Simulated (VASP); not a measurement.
Input of a VASP 6.6.1 run:

The input INCAR:

```
SYSTEM = TaN
  AGGAC = 0.0
  ALGO = Normal
  EDIFF = 1E-7
  EDIFFG = -0.02
  ENCUT = 600
  GGA = MK
  IBRION = 2
  ISIF = 3
  ISMEAR = -1
  LASPH = .True.
  LCHARG = .False.
  LREAL = .False.
  LUSE_VDW = .True.
  LWAVE = .False.
  NELM = 60
  NSW = 60
  PARAM1 = 0.1234
  PARAM2 = 1.0
  PREC = Accurate
  SIGMA = 0.05
```

Contents of KPOINTS:

```
k-points
0
Gamma
  10 10 5
  0 0 0
```

File POSCAR:

```
TaN
1.0
    2.9217699809      0.0000000000      0.0000000000
   -1.4608849905      2.5303270275      0.0000000000
    0.0000000000      0.0000000000      5.9165150000
Ta N
2 2
Direct
    0.0000000000      0.0000000000      0.5000000000
    0.0000000000      0.0000000000      0.0000000000
    0.3333333333      0.6666666667      0.2500000000
    0.6666666667      0.3333333333      0.7500000000
```

Potentials or basis: VASP PAW PBE potentials, release 64 (Ta_pv, N).

Command:

```console
$ cat potpaw_PBE.64/Ta_pv/POTCAR potpaw_PBE.64/N/POTCAR > POTCAR
$ mpirun -np 1 vasp_std > vasp.out
```

Task: Estimate the space group after relaxing (to 0.05 Å).

Result: P6_3/mmc (No. 194).

Task: Estimate the relaxed cell.

Result: a = 2.907 Å, b = 2.907 Å, c = 5.899 Å, α = 90.00°, β = 90.00°, γ = 120.00°.

The path:
```csv
step,energy change (eV),largest force (eV/Å),pressure (GPa),volume (Å³)
1,0.0000,0.0000,-4.16,43.74
2,0.0313,0.0000,10.44,41.97
3,-0.0073,0.0000,-0.01,43.20
4,-0.0073,0.0000,0.07,43.19
5,-0.0073,0.0000,0.03,43.18
6,-0.0074,0.0000,0.05,43.18
```

Caveat: the PAW data sets were made with another functional, which shifts forces and pressure a little. Spin-orbit coupling is left out, which matters for the levels of Ta.
